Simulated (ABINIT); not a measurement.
Rh:

```
Rh
1.0
     0.00000    1.89785    1.89785
     1.89785    0.00000    1.89785
     1.89785    1.89785    0.00000
Rh
1
Cartesian
  0.0000 0.0000 0.0000
```

Base run:

| Quantity | Value |
| --- | --- |
| Program | ABINIT 10.8.3 (patched build) |
| Functional | LDA |
| Potentials or basis | JTH PAW LDA v2.0 |
| Cutoff | 544 eV |
| k mesh | 16 × 16 × 16 |
| Occupations | fermi-dirac, width 0.05 eV |
| Spin | no spin polarisation |

Its results: band gap on the k mesh none (metal or under the smearing width); pressure -9.6 GPa.

**Question.** After a change of settings the same cell gave: band gap on the k mesh none (metal or under the smearing width); pressure -6.8 GPa. Which change was it?
A. potentials or basis from JTH PAW LDA v2.0 to PseudoDojo NC SR LDA v0.4 stringent; cutoff from 544 eV to 1197 eV; k mesh from 16 × 16 × 16 to 12 × 12 × 12
B. k mesh from 16 × 16 × 16 to 10 × 10 × 10
C. functional from LDA to LDA-PZ; k mesh from 16 × 16 × 16 to 12 × 12 × 12
D. k mesh from 16 × 16 × 16 to 5 × 5 × 5

**Answer.** D.

Caveats: some runs use coarse meshes.
